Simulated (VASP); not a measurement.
Set up this calculation in VASP 6.6.1, as the native input.

- Task: density of states
- Functional: PBE
- Dispersion: TS
- Potentials or basis: VASP PAW PBE potentials, release 64 (H)
- Cutoff: 520 eV
- k mesh: 10 × 10 × 27
- Occupations: gaussian, width 0.1 eV
- Spin: no spin polarisation
- k mesh for the DOS: 15 × 15 × 41
- Occupations for the DOS: tetrahedron
- Further INCAR settings: ALGO = Normal; EDIFF = 1e-06; NBANDS = 6

The structure of H lies in POSCAR:

```
H 
 1.0000000000000000
     2.5770090300000001    0.0000000000000000    0.0000000000000000
     0.0000000000000000    2.5770090300000001    0.0000000000000000
     0.0000000000000000    0.0000000000000000    0.9536164600000000
 H  
   1
Cartesian
  0.0000000000000000  0.0000000000000000  0.4768082300000000
```

The cell isn't the ideal one: volume scaled by 0.92.

The input as run:

H.cif

```cif
data_H
_cell_length_a 2.57700903
_cell_length_b 2.57700903
_cell_length_c 0.95361646
_cell_angle_alpha 90.00000000
_cell_angle_beta 90.00000000
_cell_angle_gamma 90.00000000
_space_group_name_H-M_alt 'P4/mmm'
_space_group_name_Hall '-P 4 2'
_space_group_IT_number 123
loop_
_space_group_symop_operation_xyz
'x,y,z'
'-x,-y,-z'
'-y,x,z'
'y,-x,-z'
'-x,-y,z'
'x,y,-z'
'y,-x,z'
'-y,x,-z'
'x,-y,-z'
'-x,y,z'
'-y,-x,-z'
'y,x,z'
'-x,y,-z'
'x,-y,z'
'y,x,-z'
'-y,-x,z'
loop_
_atom_site_label
_atom_site_type_symbol
_atom_site_symmetry_multiplicity
_atom_site_Wyckoff_symbol
_atom_site_fract_x
_atom_site_fract_y
_atom_site_fract_z
_atom_site_occupancy
H1 H 1 b 0.0000000000 0.0000000000 0.5000000000 1
```

INCAR.step1

```
  ALGO = Normal
  EDIFF = 1E-6
  ENCUT = 520
  GGA = PE
  ISIF = 2
  ISMEAR = 0
  IVDW = 2
  LASPH = True
  LCHARG = True
  LREAL = False
  LWAVE = False
  NBANDS = 6
  NELM = 80
  PREC = Accurate
  SIGMA = 0.1
```

KPOINTS.step1

```
k-points
0
Gamma
  10 10 27
```

INCAR.step2

```
  ALGO = Normal
  EDIFF = 1E-6
  ENCUT = 520
  GGA = PE
  ICHARG = 11
  ISIF = 2
  ISMEAR = -5
  IVDW = 2
  LASPH = True
  LCHARG = False
  LORBIT = 11
  LREAL = False
  LWAVE = False
  NBANDS = 6
  NEDOS = 1001
  NELM = 80
  PREC = Accurate
  SIGMA = 0.1
```

KPOINTS.step2

```
k-points
0
Gamma
  15 15 41
```

Potentials or basis: VASP PAW PBE potentials, release 64 (H).

The run is started by

```sh
$ ase convert -i cif -o vasp H.cif POSCAR
$ cat potpaw_PBE.64/H/POTCAR > POTCAR
$ cp INCAR.step1 INCAR
$ cp KPOINTS.step1 KPOINTS
$ mpirun -np 1 vasp_std > vasp.out
$ cp INCAR.step2 INCAR
$ cp KPOINTS.step2 KPOINTS
$ mpirun -np 1 vasp_std > vasp.out
```

Results of the run:

The valence electrons inside the program's atomic spheres are H 0.59 and the dispersion energy per atom is -0.038 eV.

Caveat: atom-pairwise D2, TS and ULG terms overbind metals.

It took 12 s on 1 thread of Intel(R) Xeon(R) 6975P-C (Granite Rapids), on a shared host, peak memory 0.14 GiB.
